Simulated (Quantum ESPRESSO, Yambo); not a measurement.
An input for Quantum ESPRESSO 7.5 (CdTe (F-43m)):

```
&control
  calculation = 'bands'
  prefix = 'x'
  outdir = 'o'
  pseudo_dir = 'pseudo'
/
&system
  ibrav = 0
  nat = 2
  ntyp = 2
  ecutwfc = 94.0
  nbnd = 56
  force_symmorphic = .true.
  noncolin = .true.
  lspinorb = .true.
/
&electrons
  conv_thr = 1e-9
  electron_maxstep = 80
  diago_full_acc = .true.
  diago_thr_init = 5e-6
/
ATOMIC_SPECIES
  Cd 112.41 Cd.upf
  Te 127.6 Te.upf
CELL_PARAMETERS angstrom
  0.0000000000 3.2400000000 3.2400000000
  3.2400000000 0.0000000000 3.2400000000
  3.2400000000 3.2400000000 0.0000000000
ATOMIC_POSITIONS crystal
  Cd 0.0000000000 0.0000000000 0.0000000000
  Te 0.2500000000 0.2500000000 0.2500000000
K_POINTS crystal
  50
  0.00000000 0.00000000 0.00000000 1
  -0.06250000 -0.06250000 0.00000000 1
  -0.12500000 -0.12500000 0.00000000 1
  -0.18750000 -0.18750000 0.00000000 1
  -0.25000000 -0.25000000 0.00000000 1
  -0.31250000 -0.31250000 0.00000000 1
  -0.37500000 -0.37500000 0.00000000 1
  -0.43750000 -0.43750000 0.00000000 1
  -0.50000000 -0.50000000 0.00000000 1
  -0.48437500 -0.48437500 0.03125000 1
  -0.46875000 -0.46875000 0.06250000 1
  -0.45312500 -0.45312500 0.09375000 1
  -0.43750000 -0.43750000 0.12500000 1
  -0.42187500 -0.42187500 0.15625000 1
  -0.40625000 -0.40625000 0.18750000 1
  -0.39062500 -0.39062500 0.21875000 1
  -0.37500000 -0.37500000 0.25000000 1
  -0.37500000 0.00000000 0.37500000 1
  -0.32812500 0.00000000 0.32812500 1
  -0.28125000 0.00000000 0.28125000 1
  -0.23437500 0.00000000 0.23437500 1
  -0.18750000 0.00000000 0.18750000 1
  -0.14062500 0.00000000 0.14062500 1
  -0.09375000 0.00000000 0.09375000 1
  -0.04687500 0.00000000 0.04687500 1
  0.00000000 0.00000000 0.00000000 1
  0.00000000 0.00000000 0.06250000 1
  0.00000000 0.00000000 0.12500000 1
  0.00000000 0.00000000 0.18750000 1
  0.00000000 0.00000000 0.25000000 1
  0.00000000 0.00000000 0.31250000 1
  0.00000000 0.00000000 0.37500000 1
  0.00000000 0.00000000 0.43750000 1
  0.00000000 0.00000000 0.50000000 1
  -0.06250000 -0.03125000 0.46875000 1
  -0.12500000 -0.06250000 0.43750000 1
  -0.18750000 -0.09375000 0.40625000 1
  -0.25000000 -0.12500000 0.37500000 1
  -0.31250000 -0.15625000 0.34375000 1
  -0.37500000 -0.18750000 0.31250000 1
  -0.43750000 -0.21875000 0.28125000 1
  -0.50000000 -0.25000000 0.25000000 1
  -0.50000000 -0.28125000 0.21875000 1
  -0.50000000 -0.31250000 0.18750000 1
  -0.50000000 -0.34375000 0.15625000 1
  -0.50000000 -0.37500000 0.12500000 1
  -0.50000000 -0.40625000 0.09375000 1
  -0.50000000 -0.43750000 0.06250000 1
  -0.50000000 -0.46875000 0.03125000 1
  -0.50000000 -0.50000000 0.00000000 1
```

```sh
OMP_NUM_THREADS=1 mpirun -n 4 pw.x -nk 4 -in pw.in > pw.out
```

Q: Estimate wall time and host memory on 4 MPI ranks of Arm Neoverse V2, shared host.

It took 54 s; on shared hardware allow 27 s to 1.8 min. Peak host memory was 0.58 GiB.

[Paths, hosts, dates, memory and timing lines, banners, echoed tables and standing remarks are left out of the program output.]

[Logs are printed without paths, hosts, clocks, repeated set-up lines and the standing remarks that a program may print on its own settings, such as how far it seeks lower states.]

[Runs of the session that timed out or met a known fault of the program may be left out.]

[Hosts, paths, dates, database ids (printed as entryN), source tags and the programs' standing remarks are cut or masked in the printed files.]
